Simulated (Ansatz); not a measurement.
# IrO2: the cost of one run

Method: DFT PBEsol+U (U_eff = 6 eV on Ir d), plane waves, PAW, no spin–orbit coupling unless a run says so, in Ansatz 0.2.0.

## (1) The starting structure

Symmetry: P4_2/mnm, No. 136, tetragonal system. Conventional cell: a = 4.499 Å, b = 4.499 Å, c = 3.146 Å, α = 90.00°, β = 90.00°, γ = 90.00°. Ir (site symmetry mmm) has 6 O at 1.98 Å as nearest neighbours. Around O (site symmetry m2m) lie 3 Ir at 1.98 Å.

As a file:

```cif
data_structure
_symmetry_space_group_name_H-M 'P 1'
_symmetry_Int_Tables_number 1
_cell_length_a 4.4990
_cell_length_b 4.4990
_cell_length_c 3.1460
_cell_angle_alpha 90.000
_cell_angle_beta 90.000
_cell_angle_gamma 90.000
_cell_volume 63.68
loop_
_atom_site_label
_atom_site_type_symbol
_atom_site_fract_x
_atom_site_fract_y
_atom_site_fract_z
_atom_site_occupancy
Ir1 Ir 0.00000 0.00000 0.00000 1
Ir2 Ir 0.50000 0.50000 0.50000 1
O1 O 0.31100 0.31100 0.00000 1
O2 O 0.18900 0.81100 0.50000 1
O3 O 0.68900 0.68900 0.00000 1
O4 O 0.81100 0.18900 0.50000 1
```

An earlier series on this cell reached its lowest free state from «total moment held at first, then free, 5.00 μB per cell», perhaps among other starts.

## (2) Total moment locked, 10.00 μB per cell

Contents of input.yaml:

```yaml
crystal:
  lattice:
    - [4.49900026, 0.0, 0.0]
    - [0.0, 4.49900026, 0.0]
    - [0.0, 0.0, 3.14600018]
  atoms:
    - { symbol: Ir, position: [0.0, 0.0, 0.0], spin: 5.0 }
    - { symbol: Ir, position: [0.5, 0.5, 0.5], spin: 5.0 }
    - { symbol: O, position: [0.311, 0.311, 0.0] }
    - { symbol: O, position: [0.189, 0.811, 0.5] }
    - { symbol: O, position: [0.689, 0.689, 0.0] }
    - { symbol: O, position: [0.811, 0.189, 0.5] }
basis:
  ecutwfc: 420
  ecutrho_ratio: 4
kpoints:
  mp_grid: { grid: [4, 4, 6] }
hamiltonian:
  xc: pbesol
  hubbard:
    sites:
      - { site: 0, l: d, u_eff: 6.0, starting_ns: [{ spin: up, occupation_matrix: s0up }, { spin: down, occupation_matrix: s0down }] }
      - { site: 1, l: d, u_eff: 6.0, starting_ns: [{ spin: up, occupation_matrix: s1up }, { spin: down, occupation_matrix: s1down }] }
    occupation_matrices:
      s0up:
        matrix:
          - [0.97, 0.0, 0.0, 0.0, 0.0]
          - [0.0, 0.97, 0.0, 0.0, 0.0]
          - [0.0, 0.0, 0.97, 0.0, 0.0]
          - [0.0, 0.0, 0.0, 0.97, 0.0]
          - [0.0, 0.0, 0.0, 0.0, 0.97]
      s0down:
        matrix:
          - [0.02, 0.0, 0.0, 0.0, 0.0]
          - [0.0, 0.02, 0.0, 0.0, 0.0]
          - [0.0, 0.0, 0.02, 0.0, 0.0]
          - [0.0, 0.0, 0.0, 0.02, 0.0]
          - [0.0, 0.0, 0.0, 0.0, 0.02]
      s1up:
        matrix:
          - [0.97, 0.0, 0.0, 0.0, 0.0]
          - [0.0, 0.97, 0.0, 0.0, 0.0]
          - [0.0, 0.0, 0.97, 0.0, 0.0]
          - [0.0, 0.0, 0.0, 0.97, 0.0]
          - [0.0, 0.0, 0.0, 0.0, 0.97]
      s1down:
        matrix:
          - [0.02, 0.0, 0.0, 0.0, 0.0]
          - [0.0, 0.02, 0.0, 0.0, 0.0]
          - [0.0, 0.0, 0.02, 0.0, 0.0]
          - [0.0, 0.0, 0.0, 0.02, 0.0]
          - [0.0, 0.0, 0.0, 0.0, 0.02]
    ns_hold: { iters: 8 }
scf:
  occupations: { method: gaussian, width: 0.05 }
  lower_state_search: "off"
  max_iter: 150
output:
  forces: true
  stress: true
  eigenvalues: true
  populations: true
  hubbard: { sites: [{ site: 0, l: d }, { site: 1, l: d }] }
magnetization:
  spin_polarized: true
  initial_magnetization: 10.0
  spin_locking: { lock_magnetization: hard }
```

At this filling each channel is wholly full or empty, so no choice of orbitals remains. The typed matrices put 0.97 on the chosen orbitals and 0.02 on the others, and are held for 8 cycles. The lock stays on to the end, so the result is a constrained state.

The run is started by

```console
$ ansatz run input.yaml --threads 4 --pin off --max-ram 6144MiB --backend cpu --events-out ev --progress --plain --runs-dir out
```

Q: Estimate wall time and peak memory on 4 threads of Arm Neoverse V2, shared host.

About 5.6 s, with a peak of 0.45 GiB.
